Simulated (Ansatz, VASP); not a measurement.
# TePb: VASP beside Ansatz

Wanted: the spread between two codes on one cell, functional and k mesh. The cell is taken from a series of VASP runs on this material, whose earlier steps may have relaxed, scaled or displaced it; both programs get it as it stands.

Main program and level: Ansatz 0.2.0; plane waves, with VASP 6.6.1 beside it; relaxation of cell and atoms at r2SCAN with rVV10.

## 1. The starting structure

Symmetry: Fm-3m, No. 225, cubic system. Conventional cell: a = 6.526 Å, b = 6.526 Å, c = 6.526 Å, α = 90.00°, β = 90.00°, γ = 90.00°. Nearest to Pb lie 6 Te at 3.26 Å. Nearest to Te lie 6 Pb at 3.26 Å. Farther neighbours and most contacts between anions are not listed.

## 2. VASP: relaxation of cell and atoms, r2SCAN with rVV10

The relaxed volume is the usual yardstick between codes: its relative difference is about their pressure difference at one cell divided by the bulk modulus.

Lines of VASP's logs that name or quote its potential files are left out, and so is its time.

INCAR

```
SYSTEM = TePb
PREC = Accurate
ENCUT = 450
EDIFF = 1E-06
NELM = 100
ISMEAR = 0
SIGMA = 0.03
LREAL = .FALSE.
ALGO = Normal
METAGGA = R2SCAN
LUSE_VDW = .TRUE.
IVDW_NL = 2
BPARAM = 11.95
CPARAM = 0.0093
LASPH = .TRUE.
NBANDS = 16
LORBIT = 11
LWAVE = .FALSE.
LCHARG = .FALSE.
KPAR = 4
IBRION = 2
NSW = 50
ISIF = 3
EDIFFG = -0.006
```

POSCAR

```
TePb
1.0
    0.0000000000      3.2629921796      3.2629921796
    3.2629921796      0.0000000000      3.2629921796
    3.2629921796      3.2629921796      0.0000000000
Pb Te
1 1
Direct
    0.0000000000      0.0000000000      0.0000000000
    0.5000000000      0.5000000000      0.5000000000
```

KPOINTS

```
Automatic mesh
0
Gamma
6 6 6
0 0 0
```

The projector-augmented-wave data sets are Pb_d and Te (PBE family, release 64).

Command:

```
mpirun -np 4 vasp_std
```

Numbers of over 12 decimals in the logs are rounded to 6 here.

What it wrote:

```text
[banner, memory and clock lines left out]
running    4 mpi-ranks, on    1 nodes
 distrk:  each k-point on    1 cores,    4 groups
 distr:  one band on    1 cores,    1 groups

 POSCAR found type information on POSCAR PbTe
 POSCAR found :  2 types and       2 ions
|                                                                             |
|               ----> ADVICE to this user running VASP <----                  |
|                                                                             |
|     You have switched on vdW-DFT.                                           |
|     This routine was written and supplied by Jiri Klimes. We recommend      |
|     that you carefully read and cite the following publications:            |
|       J. Klimes, D.R. Bowler, A. Michelides                                 |
|          J. Phys.: Cond Matt. 22 022201 (2010)                              |
|       J. Klimes, D.R. Bowler, A. Michelides                                 |
|          Phys. Rev. B. 83, 195131 (2011)                                    |
|     and references therein.                                                 |
|                                                                             |

|                                                                             |
|               ----> ADVICE to this user running VASP <----                  |
|                                                                             |
|     You enforced a specific xc type in the INCAR file but a different       |
|     [... a line on the potential file left out ...]
|     I HOPE YOU KNOW WHAT YOU ARE DOING!                                     |
|                                                                             |

 LDA part: xc-table for (None), standard interpolation
 POSCAR, INCAR and KPOINTS ok, starting setup
 FFT: planning ... GRIDC
 FFT: planning ... GRID_SOFT
 FFT: planning ... GRID
 WAVECAR not read
 entering main loop
       N       E                     dE             d eps       ncg     rms          rms(c)
Total rVV10 correction in eV:      0.5507266    24.6817127
Total rVV10 correction in eV:      0.5507266    24.6817127
Total rVV10 correction in eV:      0.5507266    24.6817127
Total rVV10 correction in eV:      0.5507266    24.6817127
DAV:   1     0.696360056205E+02    0.69636E+02   -0.88057E+03   512   0.109E+03
DAV:   2    -0.768469852452E+02   -0.14648E+03   -0.14224E+03   544   0.292E+02
DAV:   3    -0.863093498392E+02   -0.94624E+01   -0.94308E+01   672   0.824E+01
DAV:   4    -0.865234199352E+02   -0.21407E+00   -0.21402E+00   648   0.152E+01
DAV:   5    -0.865348386099E+02   -0.11419E-01   -0.11419E-01   736   0.307E+00    0.323E+00
Total rVV10 correction in eV:      0.5534458    24.6817121
Total rVV10 correction in eV:      0.5534458    24.6817121
Total rVV10 correction in eV:      0.5534458    24.6817121
Total rVV10 correction in eV:      0.5534458    24.6817121
DAV:   6    -0.821519148708E+02    0.43829E+01   -0.16085E+00   672   0.216E+01    0.262E+00
Total rVV10 correction in eV:      0.5579148    24.6817120
Total rVV10 correction in eV:      0.5579148    24.6817120
Total rVV10 correction in eV:      0.5579148    24.6817120
Total rVV10 correction in eV:      0.5579148    24.6817120
DAV:   7    -0.821308032631E+02    0.21112E-01   -0.87452E-02   608   0.278E+00    0.152E+00
Total rVV10 correction in eV:      0.5617745    24.6817121
Total rVV10 correction in eV:      0.5617745    24.6817121
Total rVV10 correction in eV:      0.5617745    24.6817121
Total rVV10 correction in eV:      0.5617745    24.6817121
DAV:   8    -0.821393502638E+02   -0.85470E-02   -0.32557E-02   624   0.183E+00    0.647E-01
Total rVV10 correction in eV:      0.5639009    24.6817121
Total rVV10 correction in eV:      0.5639009    24.6817121
Total rVV10 correction in eV:      0.5639009    24.6817121
Total rVV10 correction in eV:      0.5639009    24.6817121
DAV:   9    -0.821418901657E+02   -0.25399E-02   -0.50100E-03   624   0.752E-01    0.256E-01
Total rVV10 correction in eV:      0.5632876    24.6817121
Total rVV10 correction in eV:      0.5632876    24.6817121
Total rVV10 correction in eV:      0.5632876    24.6817121
Total rVV10 correction in eV:      0.5632876    24.6817121
DAV:  10    -0.821417243222E+02    0.16584E-03   -0.48964E-04   616   0.279E-01    0.101E-01
Total rVV10 correction in eV:      0.5633260    24.6817121
Total rVV10 correction in eV:      0.5633260    24.6817121
Total rVV10 correction in eV:      0.5633260    24.6817121
Total rVV10 correction in eV:      0.5633260    24.6817121
DAV:  11    -0.821417339549E+02   -0.96327E-05   -0.16708E-05   688   0.363E-02    0.897E-02
Total rVV10 correction in eV:      0.5632937    24.6817121
[...]
Total rVV10 correction in eV:      0.5633037    24.6817121
DAV:  13    -0.821417383602E+02    0.13453E-05   -0.35364E-06   616   0.264E-02    0.864E-03
Total rVV10 correction in eV:      0.5633116    24.6817121
Total rVV10 correction in eV:      0.5633116    24.6817121
Total rVV10 correction in eV:      0.5633116    24.6817121
Total rVV10 correction in eV:      0.5633116    24.6817121
DAV:  14    -0.821417382844E+02    0.75790E-07   -0.65398E-07   376   0.120E-02
Total rVV10 correction in eV:      0.5633135    24.6817121
Total rVV10 correction in eV:      0.5633135    24.6817121
Total rVV10 correction in eV:      0.5633135    24.6817121
Total rVV10 correction in eV:      0.5633135    24.6817121
Total rVV10 correction in eV:      0.5633153    24.6817121
Total rVV10 correction in eV:      0.5633153    24.6817121
Total rVV10 correction in eV:      0.5633153    24.6817121
Total rVV10 correction in eV:      0.5633153    24.6817121
   1 F= -.82141738E+02 E0= -.82141738E+02  d E =-.821417E+02
[...]
2 F= -.82142880E+02 E0= -.82142880E+02  d E =-.114180E-02
[...]
3 F= -.82143038E+02 E0= -.82143038E+02  d E =-.130019E-02
 curvature:  -0.37 expect dE=-0.423E-05 dE for cont linesearch -0.423E-05
 ZBRENT: interpolating
 opt :   0.7047  next Energy=   -82.143043 (dE=-0.130E-02)
 bond charge predicted
       N       E                     dE             d eps       ncg     rms          rms(c)
Total rVV10 correction in eV:      0.5596523    24.6817118
Total rVV10 correction in eV:      0.5596523    24.6817118
Total rVV10 correction in eV:      0.5596523    24.6817118
Total rVV10 correction in eV:      0.5596523    24.6817118
DAV:   1    -0.821431055105E+02   -0.66386E-04   -0.23055E-03   640   0.781E-01    0.467E-02
Total rVV10 correction in eV:      0.5597643    24.6817119
Total rVV10 correction in eV:      0.5597643    24.6817119
Total rVV10 correction in eV:      0.5597643    24.6817119
Total rVV10 correction in eV:      0.5597643    24.6817119
DAV:   2    -0.821430465992E+02    0.58911E-04   -0.12408E-04   656   0.184E-01    0.177E-02
Total rVV10 correction in eV:      0.5598405    24.6817119
Total rVV10 correction in eV:      0.5598405    24.6817119
Total rVV10 correction in eV:      0.5598405    24.6817119
Total rVV10 correction in eV:      0.5598405    24.6817119
DAV:   3    -0.821430361908E+02    0.10408E-04   -0.42921E-05   656   0.104E-01    0.337E-03
Total rVV10 correction in eV:      0.5598492    24.6817119
Total rVV10 correction in eV:      0.5598492    24.6817119
Total rVV10 correction in eV:      0.5598492    24.6817119
Total rVV10 correction in eV:      0.5598492    24.6817119
DAV:   4    -0.821430357271E+02    0.46377E-06   -0.74265E-07   352   0.760E-03
Total rVV10 correction in eV:      0.5598705    24.6817119
Total rVV10 correction in eV:      0.5598705    24.6817119
Total rVV10 correction in eV:      0.5598705    24.6817119
Total rVV10 correction in eV:      0.5598705    24.6817119
Total rVV10 correction in eV:      0.5598628    24.6817119
Total rVV10 correction in eV:      0.5598628    24.6817119
Total rVV10 correction in eV:      0.5598628    24.6817119
Total rVV10 correction in eV:      0.5598628    24.6817119
   4 F= -.82143036E+02 E0= -.82143036E+02  d E =-.129744E-02
 curvature:  -0.35 expect dE=-0.777E-07 dE for cont linesearch -0.777E-07
 trial: gam=-0.00796 g(F)=  0.921E-64 g(S)=  0.221E-06 ort = 0.275E-04 (trialstep = 0.941E+00)
 search vector abs. value=  0.114E-09
 reached required accuracy - stopping structural energy minimisation
```

From OUTCAR (step 2):

```text
ion  position               nearest neighbor table
   1  0.000  0.000  0.000-   2 3.26   2 3.26   2 3.26   2 3.26   2 3.26   2 3.26
   2  0.500  0.500  0.500-   1 3.26   1 3.26   1 3.26   1 3.26   1 3.26   1 3.26

  LATTYP: Found a face centered cubic cell.
 ALAT       =     6.5259843592

 Subroutine GETGRP returns: Found 48 space group operations
 (whereof 48 operations were pure point group operations)

The static configuration has the point symmetry O_h .

 Found     16 irreducible k-points:

   k-points           NKPTS =     16   k-points in BZ     NKDIM =     16   number of bands    NBANDS=     16

   dimension x,y,z NGX =    32 NGY =   32 NGZ =   32
   dimension x,y,z NGXF=    64 NGYF=   64 NGZF=   64

   ENCUT  =  450.0 eV  33.07 Ry    5.75 a.u.   7.98  7.98  7.98*2*pi/ulx,y,z

   NELECT =      20.0000    total number of electrons

 k-points in reciprocal lattice and weights: Automatic mesh
   0.00000000  0.00000000  0.00000000       0.005
   0.16666667  0.00000000  0.00000000       0.037
   0.33333333  0.00000000  0.00000000       0.037
   0.50000000  0.00000000  0.00000000       0.019
   0.16666667  0.16666667  0.00000000       0.028
   0.33333333  0.16666667  0.00000000       0.111
   0.50000000  0.16666667  0.00000000       0.111
  -0.33333333  0.16666667  0.00000000       0.111
  -0.16666667  0.16666667  0.00000000       0.056
[...]
-0.33333333  0.33333333  0.16666667       0.111
  -0.33333333  0.50000000  0.16666667       0.056

 average (electrostatic) potential at core
       1 -98.0241       2 -93.3371

 E-fermi :   5.4078

 k-point     1 :       0.0000    0.0000    0.0000
  band No.  band energies     occupation
    ...
      6      -7.1040      2.00000
      7      -0.4101      2.00000
      8       3.8366      2.00000
      9       3.8366      2.00000
     10       3.8366      2.00000
     11       9.5814      0.00000
     12       9.5814      0.00000
     13       9.5814      0.00000
     14      11.4423      0.00000
     15      11.4423      0.00000
    ...

 k-point     2 :       0.1667    0.0000    0.0000
  band No.  band energies     occupation
    ...
      6      -6.8613      2.00000
      7      -1.1845      2.00000
      8       3.9119      2.00000
      9       3.9119      2.00000
     10       4.2714      2.00000
     11       8.4142      0.00000
     12       8.6168      0.00000
     13       8.6168      0.00000
     14      11.2867      0.00000
     15      11.9611      0.00000
    ...

 k-point     3 :       0.3333    0.0000    0.0000
  band No.  band energies     occupation
    ...
      6      -6.2001      2.00000
      7      -2.6439      2.00000
      8       4.1297      2.00000
      9       4.1297      2.00000
     10       4.8980      2.00000
     11       6.9721      0.00000
     12       7.2948      0.00000
     13       7.2948      0.00000
     14      12.2481      0.00000
     15      13.3550      0.00000
    ...

  Total       -0.0017459     -0.0017459     -0.0017459      0.0000000      0.0000000     -0.0000000
  in kB       -0.0407074     -0.0407074     -0.0407074      0.0000000      0.0000000     -0.0000000
  external PRESSURE =      -0.0407074 kB  Pullay stress =       0.0000000 kB

  energy-cutoff  :      450.00
  volume of cell :       68.71
      direct lattice vectors                 reciprocal lattice vectors
     0.000000000  3.250918192  3.250918192    -0.153802701  0.153802701  0.153802701
     3.250918192  0.000000000  3.250918192     0.153802701 -0.153802701  0.153802701
     3.250918192  3.250918192 -0.000000000     0.153802701  0.153802701 -0.153802701

 POSITION                                       TOTAL-FORCE (eV/Angst)
 -----------------------------------------------------------------------------------
      0.00000      0.00000      0.00000         0.000000      0.000000     -0.000000
      3.25092      3.25092      3.25092         0.000000      0.000000      0.000000
 -----------------------------------------------------------------------------------
    total drift:                                0.000000     -0.000000     -0.000000

  FREE ENERGIE OF THE ION-ELECTRON SYSTEM (eV)
  ---------------------------------------------------
  free  energy   TOTEN  =       -82.1430357271 eV

  energy  without entropy=      -82.1430357271  energy(sigma->0) =      -82.14303573

 reached required accuracy - stopping structural energy minimisation

 total charge
# of ion       s       p       d       tot
------------------------------------------
    1        1.455   0.553   9.824  11.833
    2        1.373   2.040   0.017   3.430
--------------------------------------------------
tot          2.828   2.593   9.842  15.263

[... 3 further parts left out ...]
```

(Part 1 of 2 ends here.)

[Lines on the potential files, build, host, timing and source positions are cut from VASP's logs without a mark.]

[Logs are printed without paths, hosts, clocks, repeated set-up lines and the standing remarks that a program may print on its own settings, such as how far it seeks lower states.]

[Hosts, paths, dates, database ids (printed as entryN), source tags and the programs' standing remarks are cut or masked in the printed files.]
